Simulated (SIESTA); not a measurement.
TaN under changes of volume

One of the cells (10.776 Å³/atom); the others are scaled copies at fixed shape and fractional positions:

```
CELL_PARAMETERS angstrom
2.93800 0.00000 0.00000
-1.46900 2.54438 0.00000
0.00000 0.00000 2.88300
ATOMIC_POSITIONS crystal
Ta 0.00000 0.00000 0.50000
N 0.66667 0.33333 0.00000
```

- Program: SIESTA 5.4.2
- Functional: LDA
- Potentials or basis: PseudoDojo 0.4 standard (LDA files)
- Basis: DZP (energy shift 0.003 Ry; two zetas on semicore shells)
- Grid cutoff: 800 Ry
- Energy shift: 0.003 Ry
- k mesh: 10 × 10 × 9
- Occupations: fermi-dirac, width 0.05 eV
- Spin: no spin polarisation

```tsv
volume (Å³/atom)	energy over the lowest point (meV/atom)	pressure (GPa)
10.129	?	?
10.345	3.48	6.8
10.560	0.00	-1.4
10.776	7.06	-8.9
10.991	23.61	-15.6
11.207	48.63	-21.5
11.422	81.29	-26.9
```

What does the run at 10.129 Å³/atom give?

Energy over the lowest point 18.76 meV/atom; pressure 16.1 GPa.

Worked out: A Birch-Murnaghan fit of order 3 (a polynomial in V^(-2/3)) to the other rows has its minimum at 10.52 Å³/atom with B0 = V·E''(V) = 390 GPa and B' = 4.2 at fixed shape and positions, which overstates the stiffness. It gives 18.73 meV/atom at 10.129 Å³/atom, against the run's 18.76, and -dE/dV = 16.0 GPa, against 16.1.

Energies are extrapolated to zero smearing.

Caveats: short orbitals over semicore shells can move pressures by several GPa; the basis of atomic orbitals isn't converged, which shifts pressures, moduli and gaps.
